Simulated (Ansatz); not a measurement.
# MgO: what symmetry allows forces and stress to be

```
CELL_PARAMETERS angstrom
3.21358 0.00000 0.00000
-1.60679 2.78304 0.00000
0.00000 0.00000 4.91571
ATOMIC_POSITIONS crystal
Mg 0.33333 0.66667 0.02223
Mg 0.66667 0.33333 0.52223
O 0.33333 0.66667 0.38237
O 0.66667 0.33333 0.88237
```

These are results of DFT PBEsol, scalar-relativistic, plane waves, PAW (Ansatz 0.2.0), not measurements.

Settings: cutoff 420 eV, Γ-centred mesh 9×9×6 on the computed 4-atom cell, Gaussian smearing of 0.02 eV; no spin polarisation.

This distorted cell has space group P6_3mc, with 12 operations.

Problem. Without a calculation: in which directions can each atom feel a force?

Solution. A force must be left unchanged by every operation that keeps its atom in place, so it lies in the space that those operations leave fixed. Atoms that the group maps onto each other feel forces of one size.
```tsv
atom	site symmetry	operations at the site	equivalent to atom	allowed force (Cartesian)
Mg1	3m.	6	1	along (0.00, 0.00, 1.00)
Mg2	3m.	6	1	along (0.00, 0.00, 1.00)
O3	3m.	6	3	along (0.00, 0.00, 1.00)
O4	3m.	6	3	along (0.00, 0.00, 1.00)
```

That leaves 2 independent force components of 12, tied by 1 condition that the forces sum to zero, so 1 remains. A relaxation in this cell that keeps the symmetry moves the atoms in these directions alone.

Problem. And the stress tensor?

Solution. It must be invariant under the point group, which leaves 2 independent components: yz, xz, xy vanish; xx = yy.

Problem. Do the computed values obey this?

Solution. Yes. Forces (eV/Å):
```
Mg1  0.000  0.000 -2.645
Mg2  0.000  0.000 -2.645
O3   0.000  0.000  2.645
O4   0.000  0.000  2.645
```

Stress (GPa, compression positive, xx yy zz yz xz xy): 4.23 4.23 37.36 0.00 0.00 0.00. The program imposes the same operations on density, forces and stress, so this confirms the analysis and is no independent test of the calculation.

This wurtzite form isn't the usual stable structure of the compound.